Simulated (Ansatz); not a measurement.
# Relaxing HfO2, the end x = 0 of the monoclinic HfO2 with Si on Hf sites line (96 atoms), part 3 of 3

Wanted: the relaxed structure of HfO2, the end x = 0 of the monoclinic HfO2 with Si on Hf sites line (96 atoms) and its electronic structure.

Ansatz 0.2.0; Kohn-Sham DFT, PBE, PAW (set soft_2), plane waves.

The cell: 32 Hf and 64 O. The host structure and its lattice constant were typed by rule, without a check against the phase diagram. No spin–orbit coupling is included.

So far. Step 6 (K-mesh 3×3×2): Forces differ from those of the single point at the relaxed geometry by 0.041 meV/Å r.m.s. Step 7 (Coarser k-mesh (Γ alone)): Forces differ from those of the single point at the relaxed geometry by 5.5 meV/Å r.m.s.; the energy by +2.9 meV/atom and the pressure by +0.025 GPa.

## Step 8: Functional HSE06

HSE06 mixes in a quarter of exact exchange at short range, which counters self-interaction, at a higher cost.

This step: Kohn-Sham DFT, HSE06, PAW (set soft_2), plane waves (Ansatz 0.2.0).

input.yaml reads:

```yaml
crystal:
  lattice:
    - [10.32208, 2.0e-05, -0.0071]
    - [2.0e-05, 10.42375, 2.0e-05]
    - [-1.78893, 1.0e-05, 10.55359]
  atoms:
    [... the 96 atom lines of step 5 ...]
kpoints:
  mp_grid: { grid: [1, 1, 1] }
hamiltonian:
  xc: hse06
scf:
  occupations: { method: fermi_dirac, width: 0.025 }
output:
  forces: true
  stress: true
  populations: true
  dos:
    method: { smearing: { sigma: 0.08 } }
    de: 0.05
    projected: { site_lists: { Hf: [Hf], O: [O] } }
  eigenvalues: true
```

Started as:

```console
> ansatz run input.yaml --threads 6 --pin off --max-ram 102400MiB --backend cuda --events-out ev --progress --plain --runs-dir out
```

Numbers of over 12 decimals in the logs are rounded to 6 here.

What it wrote:

```text
[...]
Warning: output.stress: scf.convergence.dr2_threshold = 1e-7 eV (the SCF's general default) is looser than the 1.6e-9 eV advised for a printed stress (1e-10 eV for each atom of the cell: 96, of which 16 are counted). What an SCF threshold leaves in a stress goes as its square root, and in the free energy as the threshold itself, and one threshold admits the most on a small cell: [...]
Warning: output.stress: scf.exx.energy_threshold = 1e-6 eV is looser than the 1.6e-7 eV advised for a stress under a hybrid functional (1e-8 eV for each atom of the cell: 96, of which 16 are counted). Every SCF of the exchange loop can meet its threshold on dr2 while the loop round them stops early: [...]
exact exchange: scf.exx.singularity resolves to wigner_seitz, which cuts the screened interaction at the faces of the exchange supercell's Wigner-Seitz cell, so that each pair interacts once, at the shortest of its separations (the periodic images that this leaves out come, [...]
[...]
GPU FFT provider: cuFFT
GPU libraries: cuBLAS 13.8.2, cuFFT 12.4.0, cuSOLVER 12.3.4
Crystal: 96 atoms, lattice volume = 1135.379 Å³
Basis set: ecut = 420 eV, 22161 PW (Γ), exchange–correlation on 144×144×144 points (8 copies of the dense FFT grid, shifted against one another)
Bands: 730, of which v1, the nominal top of the filled ones, is band 608 counted from 1 (607 counted from 0)
Symmetry: 1 space group operations
[...]
k-points: 1
[...]
GPU buffer pool allocated for 373248 grid points (all kernels)
[...]
SCF iter   1: F=—  HF=-539573.564549 eV  |F-HF|=—  |Δ(HF+E_count)|=         —  Δρ=2.92e-3  dr2=4.06e-2  ethr=1.77e-3  ⟨swp⟩=9.0  Hψ=2886  notcnv=0
[...]
SCF iter   4: F=-539573.607246 eV  HF=-539573.607375 eV  |F-HF|=1.29e-4  |Δ(HF+E_count)|=   2.37e-3  Δρ=3.85e-4  dr2=6.62e-4  ethr=3.39e-7  ⟨swp⟩=6.0  Hψ=1612  notcnv=0  defer=4
SCF 1 stopped early in 4 iterations: F = -539573.607246 eV  dr2 = 6.62e-4
[...]
GPU FFT provider: cuFFT
GPU libraries: cuBLAS 13.8.2, cuFFT 12.4.0, cuSOLVER 12.3.4
[...]
GPU buffer pool allocated for 373248 grid points (all kernels)
[...]
Exchange kernel: α = 0.2500, screened, ω = 0.2079 Å⁻¹, Wigner–Seitz truncation, v(0) = 926.7483 eV·Å³, q-mesh 1×1×1, nearest image of the exchange supercell L = 10.32 Å, pair-density grid 54×54×54, without the augmentation charges, whose exchange is taken in its separable form (sized by the pseudopotential files, [...]
Frozen-core exchange: fock
SCF iter   1: F=—  HF=-539580.024570 eV  |F-HF|=—  |Δ(HF+E_count)|=         —  Δρ=1.10e-2  dr2=1.55e0  ethr=5.45e-7  ⟨swp⟩=7.0  Hψ=4561  notcnv=0  reapply=1
[...]
SCF iter   7: F=—  HF=-539578.737127 eV  |F-HF|=—  |Δ(HF+E_count)|=   6.81e-3  Δρ=1.99e-4  dr2=5.25e-4  ethr=1.36e-8  ⟨swp⟩=5.0  Hψ=2598  notcnv=0
SCF iter   8: F=-539578.736953 eV  HF=-539578.736958 eV  |F-HF|=5.21e-6  |Δ(HF+E_count)|=   1.69e-4  Δρ=2.69e-5  dr2=1.67e-5  ethr=1.36e-8  ⟨swp⟩=4.0  Hψ=1692  notcnv=0
SCF 2 stopped early in 8 iterations: F = -539578.736953 eV  dr2 = 1.67e-5
  Residual-converged pass: ⟨swp⟩=4.0  Hψ=2059  notcnv=0  max |occ|·‖R‖ = 6.3e-6 eV (tolerance 6.7e-6 eV)  dr2=1.65e-5  dr2_onsite=7.56e-7  max |Δocc| = 0.0e0
[...]
hybrid outer 1: dexx = +6.207e-1 eV, tail = 1.64e-2 eV
GPU FFT provider: cuFFT
GPU libraries: cuBLAS 13.8.2, cuFFT 12.4.0, cuSOLVER 12.3.4
GPU buffer pool allocated for 373248 grid points (all kernels)
[...]
Frozen-core exchange: fock
SCF iter   1: F=—  HF=-539578.706183 eV  |F-HF|=—  |Δ(HF+E_count)|=         —  Δρ=1.35e-4  dr2=1.20e-4  ethr=6.73e-6  ⟨swp⟩=10.0  Hψ=1484  notcnv=0
[...]
SCF iter   8: F=—  HF=-539578.706330 eV  |F-HF|=—  |Δ(HF+E_count)|=   1.38e-7  Δρ=1.30e-6  dr2=1.52e-8  ethr=8.29e-12 (applied; sched 1.00e-12)  ⟨swp⟩=9.0  Hψ=1565  notcnv=0
SCF iter   9: F=-539578.706330 eV  HF=-539578.706330 eV  |F-HF|=9.31e-10  |Δ(HF+E_count)|=   4.07e-9  Δρ=3.78e-7  dr2=1.49e-9  ethr=1.50e-11 (applied; sched 1.00e-12)  ⟨swp⟩=2.0  Hψ=1342  notcnv=0
SCF 3 converged in 9 iterations: F = -539578.706330 eV  dr2 = 1.49e-9
[...]
hybrid outer 2: dexx = +6.759e-5 eV, tail = 1.60e-6 eV, Δε = 8.16e-3 eV (about 2.04e-4 eV left of the loop's levels), ΔF = 2.42e-3 eV/Å (tail 8.63e-4)
GPU FFT provider: cuFFT
GPU libraries: cuBLAS 13.8.2, cuFFT 12.4.0, cuSOLVER 12.3.4
GPU buffer pool allocated for 373248 grid points (all kernels)
[...]
Frozen-core exchange: fock
SCF iter   1: F=—  HF=-539578.706321 eV  |F-HF|=—  |Δ(HF+E_count)|=         —  Δρ=3.87e-6  dr2=1.41e-7  ethr=6.56e-10  ⟨swp⟩=20.0  Hψ=2865  notcnv=0  reapply=1
[...]
SCF iter   2: F=-539578.706321 eV  HF=-539578.706321 eV  |F-HF|=1.63e-9  |Δ(HF+E_count)|=   4.26e-8  Δρ=1.07e-6  dr2=8.00e-9  ethr=2.02e-11 (applied; sched 1.10e-11)  ⟨swp⟩=4.0  Hψ=1803  notcnv=0
SCF 4 converged in 2 iterations: F = -539578.706321 eV  dr2 = 8.00e-9
[...]
hybrid SCF converged: 3 outer / 19 inner (+4 warm-up), last move |dexx| = 3.76e-8 eV, tail = 2.10e-8 eV
Stability not checked: this state was not tested for a lower state beside it, because the functional holds exact exchange (a hybrid, or Hartree-Fock), whose exchange loop this test does not read (fock_operator; see scf.lower_state_search)
Free energy (F): -539578.706321 eV
Frozen-core exchange: fock
[...]
Internal energy: -539578.706321 eV  (E = F + TS)
E sigma→0 (E₀):  -539578.706321 eV
Fermi energy:    15.447734 eV
[...]
Σ components = -539578.706321   (vs F -539578.706321, Δ=1.16e-10)
--- Forces (eV/Å), atoms counted from 1 ---
  atom   1  Hf    -0.15587681    -0.00112584    -0.10974922
  atom   2  Hf     0.15571626    -0.00341825     0.11065192
  atom   3  Hf     0.15569734     0.00365948     0.11273063
  atom   4  Hf    -0.15528827     0.00221774    -0.11193990
[...]
atom  96  O      0.12315519     0.00293988    -0.00580130
  max |Σ_I F_I| component: 9.28e-6 eV/Å
--- Stress (GPa, compression-positive) ---
       -5.516831      -0.000642      -0.312676
       -0.000642      -5.493675      -0.000006
       -0.312676      -0.000006      -5.426425
  P = ⅓ Tr σ = -5.4790 GPa (-54.790 kbar)
--- Band table (eV) ---
[...]
--- Löwdin populations: 96 sites ---
  site symbol       q [e]
     0     Hf     24.4175
     1     Hf     24.4174
     2     Hf     24.4175
[...]
95      O      6.7594
  spilling = 0.002836 (of n_electrons = 1216.000000)
```

Elapsed: 60 s, on 1 × NVIDIA H100 80GB HBM3 with 6 threads of AMD EPYC 7R13 (Zen 3), shared host; peak memory 5.4 GiB.

That memory is the host's; the program planned up to 5.9 GiB on the GPU.

The program notes that the exchange threshold is loose for the stress and the SCF threshold is loose for the stress.

Geometry and reference: those of the coarser k-mesh.

Forces differ from the reference by 84 meV/Å r.m.s.; the pressure by -5.5 GPa and the gap by +1.6 eV. It took 9.3 times the reference's time.

The run gave:

```yaml
free_energy: -539578.7063 eV
free_energy_per_atom: -5620.6115 eV/atom
scf_cycles: 23
pressure: -5.479 GPa
r_m_s_force_component: 0.08635 eV/Å
longest_force: 0.1926 eV/Å
fermi_energy: 15.45 eV
spacing_of_highest_filled_and_lowest_empty_level: 5.634 eV
spilling_of_the_projection: 0.002836
```

Length of the force by element and coordination:

| element | coordination | atoms | mean length of the force (eV/Å) | spread | least | most |
| --- | --- | --- | --- | --- | --- | --- |
| Hf | all | 32 | 0.191 | 7.0e-4 | 0.190 | 0.193 |
| O | all | 64 | 0.124 | 5.0e-4 | 0.122 | 0.125 |
| O | 3 | 32 | 0.124 | 5.0e-4 | 0.123 | 0.125 |
| O | 4 | 32 | 0.123 | 4.0e-4 | 0.122 | 0.124 |

Löwdin charges by element and coordination (they lack the spilled electrons, 0.036 e an atom on average):

| element | coordination | atoms | mean charge (e) | spread | least | most |
| --- | --- | --- | --- | --- | --- | --- |
| Hf | all | 32 | 1.58 | 0 | 1.58 | 1.58 |
| O | all | 64 | -0.737 | 0.022 | -0.759 | -0.715 |
| O | 3 | 32 | -0.715 | 0 | -0.715 | -0.715 |
| O | 4 | 32 | -0.759 | 0 | -0.759 | -0.759 |

Density of states as counts of states in windows of 1 eV (from the Fermi level), total and the larger projections:

| from (eV) | to (eV) | total | O p | Hf d |
| --- | --- | --- | --- | --- |
| -14 | -9 | 0.0 | 0.0 | 0.0 |
| -9 | -8 | 12.4 | 8.7 | 2.5 |
| -8 | -7 | 70.3 | 50.7 | 15.8 |
| -7 | -6 | 65.0 | 49.0 | 12.4 |
| -6 | -5 | 73.5 | 61.4 | 8.6 |
| -5 | -4 | 85.2 | 74.7 | 7.6 |
| -4 | -3 | 73.5 | 68.6 | 3.2 |
| -3 | -2 | 4.1 | 4.0 | 0.0 |
| -2 | 2 | 0.0 | 0.0 | 0.0 |
| 2 | 3 | 2.1 | 0.2 | 1.8 |
| 3 | 4 | 43.0 | 4.2 | 36.2 |
| 4 | 5 | 62.6 | 6.6 | 50.2 |

Between -26 and -14 eV lie 576 more states.

The stored curve holds about 960 of the 1216 electrons; the rest, give or take the few that broadening carries across the Fermi level, lie in deeper levels below its range.

The levels nearest the highest filled one (over half full), pooled over k-points and spins:

| level less the highest filled one (eV) | occupation |
| --- | --- |
| -0.496 | 2 |
| -0.486 | 2 |
| -0.486 | 2 |
| -0.234 | 2 |
| -0.0879 | 2 |
| 0 | 2 |
| 5.63 | 0 |
| 5.95 | 0 |
| 5.95 | 0 |
| 6.10 | 0 |
| 6.10 | 0 |
| 6.15 | 0 |

## Step 9: Functional r2SCAN (500 eV)

The meta-GGA r2SCAN uses the kinetic energy density as well as the density and its gradient. Besides, the cutoff goes from 420 to 500 eV.

This step: Kohn-Sham DFT, r2SCAN, PAW (set soft_2), plane waves (Ansatz 0.2.0).

input.yaml, as its differences from that of step 8:

```diff
@@ -8,5 +8,5 @@
 kpoints:
-  mp_grid: { grid: [1, 1, 1] }
+  mp_grid: { grid: [2, 2, 2] }
 hamiltonian:
-  xc: hse06
+  xc: r2scan
 scf:
```

What it wrote:

```text
[...]
GPU FFT provider: cuFFT
GPU libraries: cuBLAS 13.8.2, cuFFT 12.4.0, cuSOLVER 12.3.4
Crystal: 96 atoms, lattice volume = 1135.379 Å³
Basis set: ecut = 500 eV, 28827 PW (Γ), exchange–correlation on 320×320×320 points (64 copies of the dense FFT grid, shifted against one another)
Bands: 730, of which v1, the nominal top of the filled ones, is band 608 counted from 1 (607 counted from 0)
Symmetry: 1 space group operations
[...]
k-points: 8
[...]
GPU buffer pool allocated for 512000 grid points (all kernels)
GPU transforms: local potential: pruned to the plane-wave sphere, on 75×80×80; band sums: pruned to the plane-wave sphere, on 80×80×80
[...]
SCF iter   1: F=—  HF=-540043.954419 eV  |F-HF|=—  |Δ(HF+E_count)|=         —  Δρ=1.05e-2  dr2=1.01e0  dr2_τ=6.38e0  ethr=1.77e-3  ⟨swp⟩=6.0  Hψ=17807  notcnv=0  defer=667
[...]
SCF iter   8: F=—  HF=-540045.424404 eV  |F-HF|=—  |Δ(HF+E_count)|=   8.28e-7  Δρ=8.26e-6  dr2=7.05e-7  dr2_τ=5.34e-8  ethr=2.62e-10  ⟨swp⟩=2.0  Hψ=9786  notcnv=0  defer=918
SCF iter   9: F=-540045.424404 eV  HF=-540045.424404 eV  |F-HF|=2.57e-8  |Δ(HF+E_count)|=   5.19e-8  Δρ=1.39e-6  dr2=2.66e-8  dr2_τ=3.51e-9  ethr=8.22e-12  ⟨swp⟩=8.9  Hψ=26403  notcnv=0
SCF 1 converged in 9 iterations: F = -540045.424404 eV  dr2 = 2.66e-8
[...]
SCF converged after 9 iterations
Free energy (F): -540045.424404 eV
[...]
Internal energy: -540045.424404 eV  (E = F + TS)
E sigma→0 (E₀):  -540045.424404 eV
Fermi energy:    15.584220 eV
[...]
Σ components = -540045.424404   (vs F -540045.424404, Δ=0.00e0)
--- Forces (eV/Å), atoms counted from 1 ---
  atom   1  Hf    -0.07870845    -0.00100176    -0.04670582
  atom   2  Hf     0.07855560    -0.00324382     0.04761408
  atom   3  Hf     0.07853211     0.00350709     0.04966188
  atom   4  Hf    -0.07815074     0.00208173    -0.04888824
[...]
atom  96  O      0.06469272     0.00433717    -0.01648156
  max |Σ_I F_I| component: 1.25e-4 eV/Å
--- Stress (GPa, compression-positive) ---
       -5.571883      -0.000635      -0.130633
       -0.000635      -5.558974      -0.000010
       -0.130640      -0.000010      -5.388225
  P = ⅓ Tr σ = -5.5064 GPa (-55.064 kbar)
--- Band table (eV; the first three rows and the last of 8) ---
[...]
--- Löwdin populations: 96 sites ---
  site symbol       q [e]
     0     Hf     24.4733
     1     Hf     24.4732
     2     Hf     24.4733
[...]
95      O      6.7369
  spilling = 0.002631 (of n_electrons = 1216.000000)
```

The job ended after 16 s (1 × NVIDIA H100 80GB HBM3 with 6 threads; peak memory 3.7 GiB; 36 s of CPU time).

That memory is the host's; the program planned up to 23.4 GiB on the GPU.

Geometry and reference: those of the single point at the relaxed geometry.

Forces differ from those of the single point at the relaxed geometry by 42 meV/Å r.m.s.; the pressure by -5.5 GPa and the gap by +0.50 eV.

## Step 10: The ladder side by side

Differences are against the single point at the relaxed geometry (Kohn-Sham DFT, PBE, PAW (set soft_2), plane waves), whose r.m.s. force component is 7.0e-4 eV/Å. Energies are set beside the reference only for runs with its functional, potentials and electron count. Times are for 1 × NVIDIA H100 80GB HBM3 with 6 threads of AMD EPYC 7R13 (Zen 3), shared host. The reference's time includes grids, which some other runs skip.

| run | Δ force, r.m.s. (meV/Å) | Δ energy (meV/atom) | Δ pressure (GPa) | Δ gap (eV) | cycles | time | host memory (GiB) | planned on the GPU (GiB) |
| --- | --- | --- | --- | --- | --- | --- | --- | --- |
| reference | - | - | - | - | 9 | 23 s | 3.1 | 21 |
| k-mesh 3×3×2 | 0.041 | -0.0212 | -6.0e-4 | 0 | 9 | 23 s | 3.1 | 33 |
| coarser k-mesh (Γ alone) | 5.54 | 2.93 | 0.0253 | -0.0025 | 9 | 6.5 s | 1.1 | 4.7 |
| functional r2SCAN (500 eV) | 42.1 | - | -5.52 | 0.500 | 9 | 16 s | 3.7 | 23 |

## Step 11: Results

- energy change in the relaxation: -12.27 meV/atom
- r.m.s. displacement: 0.042 Å
- largest displacement: 0.083 Å
- free energy per atom: -5620.5600 eV/atom
- density: 9.851 g/cm³
- pressure: 0.01229 GPa
- r.m.s. force component: 0.0007 eV/Å
- gap (highest filled to lowest empty level): 4.04 eV
- wall time of the 7 DFT runs: 2.8 min

Relaxation lowers the energy by 12.3 meV/atom and moves atoms by 0.042 Å r.m.s.; the r.m.s. force component goes from 0.41 to 7.0e-4 eV/Å. Displacements are taken in the final cell, so they leave out its strain. By the final cutoffs no bond was broken or made. The cell grew by 1.4 % in volume. First to last step the energy falls by 1.178 eV, across changes of basis; the largest move, 0.08 Å, is that of O65. Judged within 0.08 Å, the space group went from P1 to P2_1/c. The O-Hf bonds go from 2.153 Å (spread 0.080) to 2.163 Å (spread 0.079). Counting bonds as in the table, all Hf atoms have 7 and 50 % of O atoms have 3 and as many 4 bonded neighbours. Between filled and empty levels lie 4.04 eV (on the run's k-points); a semilocal functional tends to put such gaps too low.

The change to functional r2SCAN (500 eV) moves the forces by 42 meV/Å r.m.s.

[Logs are printed without paths, hosts, clocks, repeated set-up lines and the standing remarks that a program may print on its own settings, such as how far it seeks lower states.]

[Hosts, paths, dates, database ids (printed as entryN), source tags and the programs' standing remarks are cut or masked in the printed files.]
